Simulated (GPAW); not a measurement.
Ge:

```
Ge
1.0
     3.89984    0.00000    0.00000
    -2.89838    2.60924    0.00000
    -0.50073   -1.30462    3.64088
Ge
2
Direct
  0.50000 0.50000 0.00000
  0.25000 0.75000 0.50000
```

This isn't the form of Ge at room conditions, which is diamond.

- Program: GPAW 26.7.0
- Task: relaxation of cell and atoms
- Functional: WC
- Potentials or basis: PAW data sets generated in the run's folder for this functional
- Cutoff: 600 eV
- Basis: pw
- k mesh: 8 × 8 × 8
- Occupations: fermi-dirac, width 0.05 eV
- Spin: no spin polarisation

At the start: pressure -0.3 GPa; volume 18.52 Å³/atom.

Where does the relaxation end?

Over 24 steps the energy falls by 7.9 meV/atom; space group I4_1/amd (No. 141, to 0.05 Å).

Step by step:
```tsv
step	energy change (eV)	largest force (eV/Å)	pressure (GPa)	volume (Å³)
1	0.0000	0.0000	-0.30	37.05
2	-0.0019	0.0000	-0.26	37.03
3	-0.0050	0.0000	-0.17	36.99
4	-0.0082	0.0000	-0.04	36.95
5	-0.0108	0.0000	0.10	36.90
6	-0.0128	0.0000	0.20	36.87
7	-0.0148	0.0000	0.25	36.87
8	-0.0155	0.0000	0.25	36.93
9	-0.0155	0.0000	0.24	36.93
10	-0.0156	0.0000	0.22	36.94
11	-0.0156	0.0000	0.20	36.95
12	-0.0156	0.0000	0.16	36.96
13	-0.0157	0.0000	0.13	36.98
14	-0.0157	0.0000	0.08	37.00
15	-0.0157	0.0000	0.04	37.02
16	-0.0157	0.0000	-0.01	37.04
17	-0.0157	0.0000	-0.06	37.06
18	-0.0157	0.0000	-0.06	37.06
19	-0.0157	0.0000	-0.06	37.06
20	-0.0157	0.0000	-0.05	37.06
21	-0.0157	0.0000	-0.05	37.06
22	-0.0157	0.0000	-0.05	37.05
23	-0.0157	0.0000	-0.05	37.05
24	-0.0157	0.0000	-0.04	37.05
```

Final structure:
```
CELL_PARAMETERS angstrom
3.85909 0.06861 0.00000
-2.82219 2.63296 0.00000
-0.51845 -1.35079 3.57824
ATOMIC_POSITIONS crystal
Ge 0.50000 0.50000 0.00000
Ge 0.25000 0.75000 0.50000
```

Caveat: later steps reuse the first step's grids.
